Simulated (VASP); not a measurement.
A run of VASP 6.6.1:

INCAR

```
SYSTEM = GaSb3
PREC = Accurate ; ENCUT = 520
EDIFF = 1E-6 ; ISMEAR = 0
SIGMA = 0.1 ; LREAL = .FALSE.
LASPH = .TRUE. ; NELM = 100
ALGO = Fast ; ISIF = 2
LWAVE = .FALSE. ; LCHARG = .FALSE.
GGA = CA ; NBANDS = 22
```

File KPOINTS:

```
regular mesh
0
G
  10 10 10
  0 0 0
```

The input POSCAR:

```
GaSb3
1.0
    0.0000000000      3.6003972345      3.6003972345
    3.6003972345      0.0000000000      3.6003972345
    3.6003972345      3.6003972345      0.0000000000
Ga Sb
1 3
Direct
    0.0000000000      0.0000000000      0.0000000000
    0.2500000000      0.2500000000      0.2500000000
    0.7500000000      0.7500000000      0.7500000000
    0.5000000000      0.5000000000      0.5000000000
```

Potentials or basis: VASP PAW LDA potentials, release 64 (Ga_d, Sb).

Command:

```sh
$ cat potpaw_LDA.64/Ga_d/POTCAR potpaw_LDA.64/Sb/POTCAR > POTCAR
$ mpirun -np 1 vasp_std > vasp.out
```

Hardware: 1 thread of Intel(R) Xeon(R) Platinum 8488C (Sapphire Rapids), on a shared host.

Problem. How long does it take, and how much memory?

Solution. Wall time 110 s on 1 thread of Intel(R) Xeon(R) Platinum 8488C (Sapphire Rapids), with other jobs on the host, peak memory 0.26 GiB. Counts: scf iterations 12, k points 47.
